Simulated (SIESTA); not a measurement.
The system is Mo.

```
CELL_PARAMETERS angstrom
-1.58381 1.58381 1.58381
1.58381 -1.58381 1.58381
1.58381 1.58381 -1.58381
ATOMIC_POSITIONS crystal
Mo 0.00000 0.00000 0.00000
```

Program: SIESTA 5.4.2. Alike in all runs: no spin polarisation; cell as given; k mesh 12 × 12 × 12; smearing fermi-dirac 0.05 eV; grid cutoff 800 Ry.

**Question.** Order these runs on this cell by their pressure, lowest first.
A. level vdW-DF-cx; potentials or basis PseudoDojo 0.4 standard (PBE files), DZP (energy shift 0.002 Ry); energy shift 0.002 Ry
B. level PBE; potentials or basis PseudoDojo 0.4 standard (PBE files), TZP (energy shift 0.002 Ry); energy shift 0.002 Ry
C. level PBE; potentials or basis PseudoDojo 0.4 standard (PBE files), DZP (energy shift 0.003 Ry; two zetas on semicore shells); energy shift 0.003 Ry

**Answer.** A (-7.4 GPa), B (-1.5 GPa), C (1.0 GPa).

Caveats: the basis of atomic orbitals isn't converged, which shifts pressures, moduli and gaps; semicore shells carry a single zeta, which can move pressures by several GPa and volumes by a few percent (some runs); the potentials were made for another functional, which shifts forces and pressure (some runs).

Not every run made on this cell is shown here.
